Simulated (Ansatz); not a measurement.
The cell is the one relaxed in the Materials Project (mp-79), not relaxed further here; entries there can be hypothetical.

Zn: DFT, PBEsol, PAW with Ansatz's default frozen-core files, scalar-relativistic (Ansatz 0.2.0).

```yaml
crystal:
  lattice:
    - [2.6143598013, 0.0, 0.0]
    - [-1.3071799007, 2.2641020026, 0.0]
    - [0.0, 0.0, 4.87316102]
  atoms:
    - { symbol: Zn, position: [0.3333333333, 0.6666666667, 0.25] }
    - { symbol: Zn, position: [0.6666666667, 0.3333333333, 0.75] }
kpoints:
  mp_grid: { grid: [18, 18, 9] }
  band_path:
    path:
      - [0.0, 0.0, 0.0]
      - [0.5, 0.0, 0.0]
      - [0.3333333333, 0.3333333333, 0.0]
      - [0.0, 0.0, 0.0]
      - [0.0, 0.0, 0.5]
      - [0.5, 0.0, 0.5]
      - [0.3333333333, 0.3333333333, 0.5]
      - [0.0, 0.0, 0.5]
      - [0.5, 0.0, 0.5]
    npoints: 8
scf:
  occupations: { method: fermi_dirac, width: 0.03 }
hamiltonian:
  xc: pbesol
  pseudopotentials: { kind: paw }
output:
  forces: true
  stress: true
  eigenvalues: true
  efg: { contact_densities: true }
  populations: true
  bader: true
  dos: { projected: true, de: 0.2, e_range: [-14, 8] }
```

Output:

```
Engine: ansatz 0.2.0
Pseudopotentials: kind: paw
Pseudopotential: Zn, paw, valence charge 12, recommended cutoff 420 eV (normal)
Functional definition: PBEsol
  exchange = pbesol_x
  correlation = pbesol_c
Crystal: 2 atoms, lattice volume = 28.845 Å³
Basis set: ecut = 420 eV, 563 PW (Γ), exchange–correlation on 36×36×72 points (8 copies of the dense FFT grid, shifted against one another)
Bands: 16, of which v1, the nominal top of the filled ones, is band 12 counted from 1 (11 counted from 0)
Symmetry: 24 space group operations
Space group: P63/mmc (ITA 194), of the structure as read, at distance tolerance 3.1e-5 Å
k-points: 185 of 2916
Non-local potential: Zn, projectors of the file, l = 0: 2, l = 1: 2, l = 2: 3, l = 3: 1
PAW form: soft (Blöchl's): semilocal exchange-correlation on the pseudo side does not see the compensation charge
PAW frozen core: Zn, regenerated for the run's functional, and the local potential with it (the file was generated under x = pbe(κ = 0.804, μ = 0.2195149727645171), c = pbe(β = 0.06672455060314922))
PAW one-centre angular grid: Zn, 590 points (default); XC on 64 Gauss nodes
Initial density: superposition of atomic densities (neutral atoms: chi_scale 0, normalization atom), corrected by the library's trained network
Initial wavefunctions: pseudopotential atomic-orbital guess
Functional: x = pbesol(κ = 0.804, μ = 0.12345679012345678), c = pbesol(β = 0.046)
SCF iter   1: F=—  HF=-6561.812114 eV  |F-HF|=—  |Δ(HF+E_count)|=         —  Δρ=5.46e-3  dr2=4.89e-3  ethr=1.77e-3  ⟨swp⟩=5.4  Hψ=14640  notcnv=0
preconditioner: auto → none  [metal: Δε(μ)=0.027 eV  Ē_g=13.364 eV  σ=0.030 eV  W_gap=0.22  n_scr=4 (ndim 8)  ℏωp=33.9 eV  f_vac=0.000  D(μ)=0.32/eV (n_scr^D=2)  sad-step TF]
SCF iter   2: F=—  HF=-6561.811101 eV  |F-HF|=—  |Δ(HF+E_count)|=   1.01e-3  Δρ=9.40e-4  dr2=1.84e-4  ethr=2.04e-5  ⟨swp⟩=2.1  Hψ=7365  notcnv=0  defer=3
SCF iter   3: F=—  HF=-6561.810764 eV  |F-HF|=—  |Δ(HF+E_count)|=   3.37e-4  Δρ=6.04e-4  dr2=8.36e-5  ethr=7.65e-7  ⟨swp⟩=2.0  Hψ=5171  notcnv=0  defer=3
SCF iter   4: F=—  HF=-6561.810726 eV  |F-HF|=—  |Δ(HF+E_count)|=   3.78e-5  Δρ=8.51e-5  dr2=6.60e-7  ethr=3.48e-7  ⟨swp⟩=2.4  Hψ=5253  notcnv=0  defer=3
iter 5 did not close the SCF: its close was put off for the readings that it lacked (scf_convergence_deferred on its scf_iter line)
SCF iter   5: F=-6561.810728 eV  HF=-6561.810728 eV  |F-HF|=1.16e-8  |Δ(HF+E_count)|=   1.55e-6  Δρ=1.37e-5  dr2=2.71e-8  ethr=2.75e-9  ⟨swp⟩=2.0  Hψ=5223  notcnv=0  defer=3
SCF iter   6: F=-6561.810728 eV  HF=-6561.810728 eV  |F-HF|=1.18e-9  |Δ(HF+E_count)|=  7.64e-11  Δρ=4.08e-6  dr2=2.26e-9  ethr=1.13e-10  ⟨swp⟩=2.5  Hψ=11441  notcnv=0
SCF 1 converged in 6 iterations: F = -6561.810728 eV  dr2 = 2.26e-9
  greatest PAW one-centre occupation: 0.981 electrons in one spin orbital (limit 2), on the Zn atom at site 1 (counted from 0), in its partial waves of l = 2
NSCF: frozen V_eff on 65 k-points
SCF converged after 6 iterations
Free energy (F): -6561.810728 eV
Harris-Foulkes:  -6561.810728 eV  (|F-HF|=1.18e-9)
Internal energy: -6561.809726 eV  (E = F + TS)
E sigma→0 (E₀):  -6561.810227 eV
Entropy (-TS):   -0.001002 eV (-0.501 meV/atom)
Fermi energy:    11.816773 eV
--- Per-component energies (eV) ---
  E_band       = 109.887898
  E_kinetic    = 263.297797
  E_local      = -3007.635805  (includes V_loc(G=0)·N_el)
  E_nonlocal   = 1222.730998
  E_hartree    = 1259.635130
  E_xc         = -273.352195
  E_vxc        = -107.533454  (∫ρ·V_xc dr)
  E_paw        = -3574.645968  (= ΣΔE_a)
  E_vpaw       = -780.244399  (= ΣTr[D̂ρ^β])
  E_aug_tail   = -0.000742  (compensation charges beyond the density's cutoff)
  E_ewald      = -2453.433650
  E_core_change = 1.594710  (= ΣΔE_core)
  E_smearing   = -0.001002  (= −TS)
  E_closure    = 0.000000  (closes the sum)
  Σ components = -6561.810728   (vs F -6561.810728, Δ=0.00e0)
--- Forces (eV/Å), atoms counted from 1 ---
  atom   1  Zn    -0.00000000    -0.00000000     0.00000000
  atom   2  Zn     0.00000000     0.00000000     0.00000000
  max |Σ_I F_I| component: 5.55e-17 eV/Å
--- Stress (GPa, compression-positive) ---
       -2.208996       0.000000      -0.000000
        0.000000      -2.208996       0.000000
       -0.000000       0.000000       0.337022
  P = ⅓ Tr σ = -1.3603 GPa (-13.603 kbar)
--- PAW observables at the nuclei: V_zz in 10²¹ V/m², potentials from the cell's mean, atoms counted from 1 ---
  atom   1  Zn V_zz =    +3.611056   η = 0.0000   by run symmetry: allowed
            electrostatic potential = -3947.029293 V   contact ρ = 166281.111291 e/Å³
  atom   2  Zn V_zz =    +3.611056   η = 0.0000   by run symmetry: allowed
            electrostatic potential = -3947.029293 V   contact ρ = 166281.111291 e/Å³
--- Band table (eV; the first three rows and the last of 185) ---
  k-point 0: bands = ["0.8376", "2.8512", "3.6524", "3.9094", "3.9094", "3.9646", "3.9646", "4.3408", "4.3408", "4.5676", "4.5676", "7.7434", "8.6549", "25.5317", "29.1923", "29.7871"]
  k-point 1: bands = ["0.9149", "2.8398", "3.6533", "3.9084", "3.9084", "3.9609", "3.9609", "4.3503", "4.3503", "4.5628", "4.5628", "6.7549", "9.8144", "24.1821", "29.8650", "29.8650"]
  k-point 2: bands = ["1.1424", "2.7934", "3.6610", "3.9069", "3.9069", "3.9510", "3.9510", "4.3764", "4.3764", "4.5484", "4.5484", "5.6098", "11.4832", "21.9332", "30.0945", "30.0945"]
  k-point 184: bands = ["3.6203", "3.6203", "3.7004", "3.7532", "3.9224", "3.9224", "4.1183", "4.1581", "4.5540", "4.5540", "12.5747", "12.5747", "13.1759", "13.8907", "14.1610", "14.1610"]
--- Löwdin populations: 2 sites ---
  site symbol       q [e]
     0     Zn     11.4362
     1     Zn     11.4362
  spilling = 0.046984 (of n_electrons = 24.000000)
--- Bader charges: 2 sites ---
  site symbol  charge [e]  shift [e]
     0     Zn      0.0000     0.0000
     1     Zn      0.0000     0.0000
  estimated error of the sums over rays = 4.4e-5 e
```

populations.tsv:

```
# site	symbol	l	j	q
# orbitals = lowdin
# n_electrons = 24.000000
# spilling = 0.046984
0	Zn	0_4S	-	1.465958
0	Zn	2_3D	-	9.970231
1	Zn	0_4S	-	1.465958
1	Zn	2_3D	-	9.970231
```

bader_charges.tsv:

```
# site	symbol	x_ang	y_ang	z_ang	partial_charge_e	electrons	volume_ang3	relative_density_drop	shared_charge_e	partial_wave_shift_e
# quadrature_error_electrons = 4.4e-5
0	Zn	0.0000	1.5094	1.2183	0.00000	30.00000	14.42	-	0.00000	0.00000
1	Zn	1.3072	0.7547	3.6549	0.00000	30.00000	14.42	-	0.00000	0.00000
```
